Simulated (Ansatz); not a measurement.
# HfO2 (Pca2_1) in Ansatz: a series of runs

One crystal, HfO2, is run at these levels: BLYP+D3(BJ), BPBE; tasks: single point, equation of state, band structure.

Everything below comes from runs of Ansatz 0.2.0. Logs are shortened: lines on timing, memory, paths and dates and some standing lists are left out, and cuts for length are marked.

## Step 1: The crystal as given

Symmetry: Pca2_1, No. 29, orthorhombic system. Conventional cell: a = 5.219 Å, b = 5.005 Å, c = 5.033 Å, α = 90.00°, β = 90.00°, γ = 90.00°. Hf (site symmetry 1) is surrounded by 7 O at 2.02 to 2.23 Å. Around O (site symmetry 1) lie 3 Hf at 2.02 to 2.13 Å. O (site symmetry 1) has 4 Hf at 2.11 to 2.23 Å as nearest neighbours.

Measurements of this composition are mostly on another form, of space group No. 14.

## Step 2: Single point, BLYP+D3(BJ), 10.30 Å³/atom (volume scaled by 0.94)

input.yaml

```yaml
crystal:
  lattice:
    - [5.1129138024, 0.0, 0.0]
    - [0.0, 4.9025969881, 0.0]
    - [0.0, 0.0, 4.9299483645]
  atoms:
    - { symbol: Hf, position: [0.966994, 0.73252082, 0.74144035] }
    - { symbol: Hf, position: [0.533006, 0.73252082, 0.24144035] }
    - { symbol: Hf, position: [0.466994, 0.26747918, 0.74144035] }
    - { symbol: Hf, position: [0.033006, 0.26747918, 0.24144035] }
    - { symbol: O, position: [0.63212745, 0.9286454, 0.87926726] }
    - { symbol: O, position: [0.86787255, 0.9286454, 0.37926726] }
    - { symbol: O, position: [0.23394852, 0.53988305, 0.49229239] }
    - { symbol: O, position: [0.26605148, 0.53988305, 0.99229239] }
    - { symbol: O, position: [0.76605148, 0.46011695, 0.99229239] }
    - { symbol: O, position: [0.73394852, 0.46011695, 0.49229239] }
    - { symbol: O, position: [0.13212745, 0.0713546, 0.87926726] }
    - { symbol: O, position: [0.36787255, 0.0713546, 0.37926726] }
hamiltonian:
  xc: blyp
  pseudopotentials: { kind: paw }
  dispersion: d3bj
kpoints:
  mp_grid: { grid: [5, 6, 5] }
scf:
  occupations: { method: fermi_dirac, width: 0.05 }
output:
  forces: true
  stress: true
  eigenvalues: true
```

Potentials or basis: Ansatz PAW.

The run is started by

```bash
ansatz run input.yaml --threads 2 --pin off --max-ram 5120MiB --backend cpu --events-out ev --progress --plain --runs-dir out
```

Standard output:

```text
Warning: RAYON_NUM_THREADS=2 ignored (pool sized by the plan → 2); use --threads N
Engine: ansatz 0.2.0, aarch64-unknown-linux-gnu
Pseudopotentials: kind: paw
Pseudopotential: Hf, paw, valence charge 26, recommended cutoff 420 eV (normal), Hf.paw.azcp
Pseudopotential: O, paw, valence charge 6, recommended cutoff 420 eV (normal), O.paw.azcp
Functional definition: BLYP
  parameter beta = 0.0042
  parameter a = 0.04918
  parameter b = 0.132
  parameter c = 0.2533
  parameter d = 0.349
  exchange = b88_x(beta = beta)
  correlation = lyp_c(a = a, b = b, c = c, d = d)
Crystal: 12 atoms, lattice volume = 123.577 Å³
Basis set: ecut = 420 eV, 2417 PW (Γ), exchange–correlation on 72×72×72 points (8 copies of the dense FFT grid, shifted against one another)
Bands: 92, of which v1, the nominal top of the filled ones, is band 76 counted from 1 (75 counted from 0)
Symmetry: 4 space group operations
Space group: Pca21 (ITA 29), of the structure as read, at distance tolerance 5.0e-5 Å
k-points: 36 of 150 (time reversal used)
Non-local potential: Hf, projectors of the file, l = 0: 3, l = 1: 2, l = 2: 2, l = 3: 3
Non-local potential: O, projectors of the file, l = 0: 2, l = 1: 2, l = 2: 1
PAW form: soft (Blöchl's): semilocal exchange-correlation on the pseudo side does not see the compensation charge
PAW frozen core: Hf, regenerated for the run's functional, and the local potential with it (the file was generated under x = pbe(κ = 0.804, μ = 0.2195149727645171), c = pbe(β = 0.06672455060314922))
PAW frozen core: O, regenerated for the run's functional, and the local potential with it (the file was generated under x = pbe(κ = 0.804, μ = 0.2195149727645171), c = pbe(β = 0.06672455060314922))
PAW one-centre angular grid: Hf, 590 points (default); XC on 64 Gauss nodes
PAW one-centre angular grid: O, 110 points (default); XC on 64 Gauss nodes
Initial density: superposition of atomic densities (neutral atoms: chi_scale 0, normalization atom), corrected by the library's trained network
Initial wavefunctions: pseudopotential atomic-orbital guess
Functional: x = b88, c = lyp
SCF iter   1: F=—  HF=-67563.383540 eV  |F-HF|=—  |Δ(HF+E_count)|=         —  Δρ=2.47e-2  dr2=5.36e-1  ethr=1.77e-3  ⟨swp⟩=5.7  Hψ=10355  notcnv=0  defer=102
preconditioner: auto → Resta (q_TF=auto, 2.824 Å⁻¹)  ε∞=5.6  [insulator: Δε(μ)=5.038 eV  Ē_g=18.621 eV  σ=0.050 eV  W_gap=1.00  n_scr=40 (ndim 8)  ℏωp=40.1 eV  f_vac=0.031  D(μ)=0.00/eV (n_scr^D=0)  ε∞_Penn≈5.6]
SCF iter   2: F=—  HF=-67563.232343 eV  |F-HF|=—  |Δ(HF+E_count)|=   1.51e-1  Δρ=3.01e-3  dr2=6.26e-3  ethr=3.53e-4  ⟨swp⟩=2.0  Hψ=6082  notcnv=0  defer=345
SCF iter   3: F=—  HF=-67563.231265 eV  |F-HF|=—  |Δ(HF+E_count)|=   1.08e-3  Δρ=1.55e-3  dr2=1.84e-3  ethr=4.12e-6  ⟨swp⟩=2.0  Hψ=5043  notcnv=0  defer=201
automatic band count: iteration 3 solves 88 bands in place of 92: the levels show a gap, and the empty bands left out lie too high to hold charge; the band table lists the bands solved (type scf.n_extra_bands for more)
SCF iter   4: F=—  HF=-67563.231574 eV  |F-HF|=—  |Δ(HF+E_count)|=   3.09e-4  Δρ=8.75e-4  dr2=7.48e-4  ethr=1.21e-6  ⟨swp⟩=2.2  Hψ=4357  notcnv=0  defer=201
SCF iter   5: F=—  HF=-67563.231708 eV  |F-HF|=—  |Δ(HF+E_count)|=   1.35e-4  Δρ=1.55e-4  dr2=3.21e-5  ethr=4.92e-7  ⟨swp⟩=2.4  Hψ=4590  notcnv=0  defer=201
SCF iter   6: F=—  HF=-67563.231682 eV  |F-HF|=—  |Δ(HF+E_count)|=   2.62e-5  Δρ=7.28e-5  dr2=5.81e-6  ethr=2.11e-8  ⟨swp⟩=2.0  Hψ=5703  notcnv=0  defer=201
SCF iter   7: F=—  HF=-67563.231681 eV  |F-HF|=—  |Δ(HF+E_count)|=   4.60e-7  Δρ=5.69e-5  dr2=2.99e-6  ethr=3.82e-9  ⟨swp⟩=2.0  Hψ=5127  notcnv=0  defer=201
SCF iter   8: F=-67563.231681 eV  HF=-67563.231681 eV  |F-HF|=3.25e-8  |Δ(HF+E_count)|=   6.15e-7  Δρ=6.01e-6  dr2=3.99e-8  ethr=6.58e-11  ⟨swp⟩=8.7  Hψ=15851  notcnv=0
SCF 1 converged in 8 iterations: F = -67563.231681 eV  dr2 = 3.99e-8
SCF converged after 8 iterations
Free energy (F): -67563.231681 eV
Harris-Foulkes:  -67563.231681 eV  (|F-HF|=3.25e-8)
Internal energy: -67563.231681 eV  (E = F + TS)
E sigma→0 (E₀):  -67563.231681 eV
Fermi energy:    19.156638 eV
--- Per-component energies (eV) ---
  E_band       = 438.984930
  E_kinetic    = 3128.462679
  E_local      = -22656.399674  (includes V_loc(G=0)·N_el)
  E_nonlocal   = -4581.367112
  E_hartree    = 10473.631391
  E_xc         = -1786.093158
  E_vxc        = -1805.358873  (∫ρ·V_xc dr)
  E_paw        = -29115.403892  (= ΣΔE_a)
  E_vpaw       = 5406.368590  (= ΣTr[D̂ρ^β])
  E_aug_tail   = 0.020580  (compensation charges beyond the density's cutoff)
  E_ewald      = -23019.512052
  E_disp       = -6.919006  (pairwise vdW)
  E_core_change = 0.348565  (= ΣΔE_core)
  E_smearing   = -0.000000  (= −TS)
  E_closure    = 0.000000  (closes the sum)
  Σ components = -67563.231681   (vs F -67563.231681, Δ=0.00e0)
--- Forces (eV/Å), atoms counted from 1 ---
  atom   1  Hf     0.23584465    -0.17183103     0.20934653
  atom   2  Hf    -0.23584465    -0.17183103     0.20934653
  atom   3  Hf     0.23584465     0.17183103     0.20934653
  atom   4  Hf    -0.23584465     0.17183103     0.20934653
  atom   5  O     -0.09434720    -0.11356868    -0.06570353
  atom   6  O      0.09434720    -0.11356868    -0.06570353
  atom   7  O      0.18764258     0.35113899    -0.14365540
  atom   8  O     -0.18764258     0.35113899    -0.14365540
  atom   9  O     -0.18764258    -0.35113899    -0.14365540
  atom  10  O      0.18764258    -0.35113899    -0.14365540
  atom  11  O     -0.09434720     0.11356868    -0.06570353
  atom  12  O      0.09434720     0.11356868    -0.06570353
  max |Σ_I F_I| component: 4.96e-5 eV/Å
--- Stress (GPa, compression-positive) ---
       27.928762      -0.000000      -0.000000
       -0.000000      28.813147       0.000000
       -0.000000       0.000000      26.857770
  P = ⅓ Tr σ = 27.8666 GPa (278.666 kbar)
--- Band table (eV; the first three rows and the last of 36) ---
  k-point 0: bands = ["-43.2532", "-43.2239", "-43.2236", "-43.2210", "-12.5326", "-12.5101", "-12.5015", "-12.1426", "-12.0832", "-12.0661", "-12.0481", "-12.0307", "-12.0205", "-11.8863", "-11.8661", "-11.8624", "-1.6763", "-0.1420", "0.0602", "0.0793", "0.7562", "0.8125", "0.8557", "1.0518", "6.9637", "6.9756", "6.9805", "6.9828", "6.9895", "6.9904", "6.9938", "6.9961", "6.9981", "7.0038", "7.0050", "7.0078", "7.0116", "7.0155", "7.0180", "7.0197", "7.0213", "7.0250", "7.0269", "7.0340", "7.0406", "7.0458", "7.0485", "7.0511", "7.0697", "7.0872", "7.0921", "7.1698", "10.9518", "11.0971", "11.2410", "11.8653", "12.0847", "12.0859", "13.6069", "13.6777", "13.6913", "13.7328", "14.2029", "14.4116", "14.7065", "14.7406", "14.8688", "15.1359", "15.3088", "15.5089", "15.6935", "15.8551", "16.1227", "16.6730", "16.7973", "16.8030", "22.1175", "22.3500", "22.4880", "22.9488", "23.0537", "23.2442", "23.2519", "23.6752", "23.7049", "24.1767", "24.7844", "24.7991"]
  k-point 1: bands = ["-43.2501", "-43.2240", "-43.2238", "-43.2236", "-12.4829", "-12.4762", "-12.4710", "-12.1944", "-12.0887", "-12.0737", "-12.0712", "-12.0324", "-11.9894", "-11.9145", "-11.9007", "-11.8805", "-1.4740", "-0.1143", "0.0475", "0.0657", "0.6153", "0.8220", "0.8531", "0.9806", "6.9618", "6.9741", "6.9793", "6.9815", "6.9848", "6.9917", "6.9946", "6.9982", "6.9986", "7.0036", "7.0063", "7.0070", "7.0112", "7.0123", "7.0177", "7.0190", "7.0228", "7.0302", "7.0313", "7.0375", "7.0428", "7.0448", "7.0462", "7.0477", "7.0663", "7.0893", "7.0895", "7.1565", "11.1238", "11.1680", "11.4531", "11.9444", "12.1733", "12.5269", "13.2280", "13.3058", "13.6197", "13.7777", "13.9199", "14.5211", "14.5264", "14.6444", "14.7814", "15.3353", "15.3704", "15.5558", "15.7578", "15.7856", "15.8943", "16.6076", "16.7034", "16.7196", "21.9678", "22.3453", "22.4040", "22.8815", "23.0771", "23.2733", "23.3254", "23.4740", "24.2972", "24.4308", "24.8517", "24.9225"]
  k-point 2: bands = ["-43.2421", "-43.2321", "-43.2237", "-43.2236", "-12.4052", "-12.3734", "-12.3613", "-12.3022", "-12.1811", "-12.1237", "-12.0543", "-12.0526", "-11.9650", "-11.9478", "-11.9350", "-11.9148", "-0.9427", "-0.2967", "-0.0508", "0.0099", "0.5948", "0.7963", "0.8374", "0.8470", "6.9608", "6.9650", "6.9805", "6.9818", "6.9837", "6.9853", "6.9895", "6.9938", "7.0058", "7.0069", "7.0086", "7.0114", "7.0124", "7.0179", "7.0206", "7.0212", "7.0265", "7.0270", "7.0307", "7.0317", "7.0411", "7.0413", "7.0507", "7.0514", "7.0721", "7.0820", "7.0962", "7.1228", "11.2554", "11.5919", "12.0198", "12.2652", "12.5938", "12.7469", "12.7822", "12.8367", "13.1014", "13.7919", "13.8528", "14.0705", "14.4653", "14.7078", "14.8441", "14.8663", "14.8824", "15.3567", "15.8697", "15.9158", "16.3581", "16.5580", "16.5709", "16.5844", "21.7586", "21.9554", "22.4053", "22.5943", "23.3466", "23.3995", "23.4030", "23.5202", "24.8042", "24.8652", "24.8929", "24.9523"]
  k-point 35: bands = ["-43.2337", "-43.2313", "-43.2287", "-43.2277", "-12.5088", "-12.4992", "-12.4721", "-12.4633", "-12.0141", "-11.9970", "-11.9729", "-11.9642", "-11.9388", "-11.9362", "-11.9222", "-11.9090", "-0.5653", "-0.4363", "-0.3495", "-0.3327", "0.7921", "0.8494", "0.8699", "0.9400", "6.9725", "6.9747", "6.9771", "6.9776", "6.9867", "6.9877", "6.9918", "6.9930", "6.9987", "7.0034", "7.0064", "7.0085", "7.0164", "7.0166", "7.0221", "7.0237", "7.0294", "7.0321", "7.0323", "7.0349", "7.0444", "7.0472", "7.0473", "7.0489", "7.0703", "7.0720", "7.0760", "7.0816", "11.9849", "12.1990", "12.3055", "12.4088", "12.5528", "12.5980", "12.6872", "12.9235", "13.6357", "13.7422", "13.9892", "14.0492", "14.5318", "14.5708", "14.6856", "14.9173", "15.2097", "15.2981", "15.3376", "15.5352", "15.7562", "15.9766", "16.0539", "16.2078", "21.6032", "21.7934", "21.8999", "22.1638", "22.9322", "23.0494", "23.3277", "23.4399", "24.1567", "24.4926", "24.4967", "24.8500"]
```

Run time: 26 s. Hardware: 2 threads of Arm Neoverse V1, shared host; peak memory 0.59 GiB.

Results:

| Quantity | Value |
| --- | --- |
| Free energy | -67563.2317 eV |
| Pressure | 27.9 GPa |
| Largest force | 0.423 eV/Å |
| Band gap on the k mesh | 4.74 eV, indirect (least direct gap 4.92 eV) |

Caveat: odd divisions of the mesh miss points on the zone boundary, where band edges often lie, so the gap on the mesh can be too wide; the pressure holds a Pulay correction of +1.0 GPa for the finite cutoff; spin-orbit coupling is left out, which moves the levels of the heavy elements; the PAW data sets come from PBE, with cores solved anew for the run's functional, which leaves a small shift of forces and pressure.

[end of part 1 of 2]
